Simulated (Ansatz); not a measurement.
Runs of Ansatz 0.2.0 on Pb. The structure is cubic, space group Fm-3m (No. 225). Conventional cell: a = 4.950 Å, b = 4.950 Å, c = 4.950 Å, α = 90.00°, β = 90.00°, γ = 90.00°. Pb (site symmetry m-3m) is surrounded by 12 Pb at 3.50 Å. 

```tsv
task	level	cell	k mesh	cutoff (eV)	smearing	basis error allowed	mesh quality	gap on the mesh (eV)	pressure (GPa)
single point	PBE	as given	9 × 9 × 9	154	gaussian 0.05 eV	0.001 eV/atom	not flagged	none	2.3
relaxation of cell and atoms	revPBE+D4	relaxed	9 × 9 × 9	-	fermi-dirac 0.05 eV	0.001 eV/atom	not flagged	-	0.0
band structure	RPBE	as given	9 × 9 × 9	154	fermi-dirac 0.05 eV	0.001 eV/atom	not flagged	-	(a)
single point	PBE	as given	6 × 6 × 6	130	fermi-dirac 0.02 eV	0.004 eV/atom	coarse	none	3.3
band structure	PBEsol	as given	9 × 9 × 9	154	fermi-dirac 0.05 eV	0.001 eV/atom	not flagged	-	-0.6
band structure	PBE	as given	9 × 9 × 9	154	fermi-dirac 0.05 eV	0.001 eV/atom	not flagged	-	2.3
```

Alike in all rows: potentials or basis all-electron LAPW, scalar-relativistic; no spin polarisation.

Problem. Estimate the missing entries.

Solution. (a) 3.9.

Caveats: some runs use coarse meshes; spin-orbit coupling is left out, which moves the levels of the heavy elements (some runs); the k mesh is thin for a metal, which can move the energy by tens of meV per atom (some runs).

A k mesh can miss the band edges, and the runs leave out spin-orbit coupling on Pb.

A gap of «none» marks a metal or a gap under the smearing width.
